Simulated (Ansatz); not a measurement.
This guess for Mg₅ZnO₆ is about to be relaxed.

Space group P-3m1 (No. 164). a = 3.311 Å, b = 3.311 Å, c = 16.222 Å, α = 90.00°, β = 90.00°, γ = 120.00°
```tsv
atom	site	symmetry	x	y	z
Mg	2d	3m.	0.3333	0.6667	0.8333
Mg	2d	3m.	0.3333	0.6667	0.3333
Mg	1b	-3m.	0.0000	0.0000	0.5000
Zn	1a	-3m.	0.0000	0.0000	0.0000
O	2d	3m.	0.6667	0.3333	0.9167
O	2c	3m.	0.0000	0.0000	0.2500
O	2d	3m.	0.6667	0.3333	0.4167
```

Computed with Ansatz, DFT PBE, scalar-relativistic, plane waves, PAW. Cutoff 420 eV, Gaussian smearing, Γ-centred meshes. Cell and atoms relax first on a coarse mesh and then on a converged one. In between, the cell is made exact in the group found at 0.06 Å. The steps can't lower the symmetry of their start. No spin polarisation.

A guess keeps its type if space group and coordination stay and the shape of the cell changes little (axis ratios within about 15 %, angles within 6°); the volume may change.

Q: Will the relaxed cell still be of the starting type?

A: It keeps its type. The symmetry stays P-3m1 (No. 164). The volume per atom shrinks by 24.3 %, from 12.8 to 9.7 Å³. The shortest distance goes from 2.34 Å (Mg–O and Zn–O) to 2.11 Å (Mg–O). The ratio c/a of the conventional cell changes by a factor of 1.00. Counting neighbours within 15 % of an atom's shortest distance, the start has Mg 6, O 6, Zn 6 and the end Mg 6, O 6, Zn 6.

The zero of energy is the elements' standard structures at the same level (O₂ as a molecule); no fitted shifts are applied.

Q: At what energy does it end?

A: −2.450 eV/atom. A negative formation energy is needed for stability but isn't enough: competing phases decide.

The last run used a 12×12×2 mesh (in the run's order of axes) for its 12-atom cell and Gaussian smearing of 0.02 eV. A later test with randomly moved atoms came back to the same energy, though modes that don't fit the test's cell weren't probed.
